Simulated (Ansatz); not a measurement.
Runs of Ansatz 0.2.0 on Al. Symmetry: P6_3/mmc, No. 194, hexagonal system. The conventional cell has a = 2.812 Å, b = 2.812 Å, c = 4.867 Å, α = 90.00°, β = 90.00°, γ = 120.00°. Around Al (site symmetry -6m2) lie 12 Al at 2.81 to 2.93 Å. This isn't the form of Al at room conditions, which is fcc.

```tsv
level	cell	target pressure (GPa)	gap on the mesh (eV)	pressure (GPa)	relaxed volume (Å³/atom)
PBEsol	relaxed	0	none	0.0	16.32
PBEsol+D3(BJ)-ATM	relaxed	-	none	0.0	15.75
PBEsol	relaxed to 20 GPa	20	none	20.0	-
PBEsol+D3(BJ)	relaxed	-	none	0.0	(a)
PBEsol+D4	relaxed	-	none	0.0	15.94
PBEsol	relaxed to 2 GPa	2	none	2.0	-
PBEsol	relaxed	-	none	0.0	16.32
PBEsol	relaxed to 10 GPa	10	none	10.0	-
```

Alike in all rows: task relaxation of cell and atoms; potentials or basis Ansatz PAW; no spin polarisation; k mesh 11 × 11 × 6; cutoff (eV) 420; smearing fermi-dirac 0.05 eV.

Q: Fill in the values left out.

A: (a) 15.69.

Caveats: the plane-wave basis is chosen anew once the cell has moved, so the energies of steps on either side of that aren't comparable; the PAW data sets come from PBE, with cores solved anew for the run's functional, which leaves a small shift of forces and pressure; pairwise dispersion overbinds metals, which lowers pressure and volume (some runs); the volume moved by over 15 % at a fixed basis, so the end points are rough (some runs).

A gap of «none» marks a metal or a gap under the smearing width.
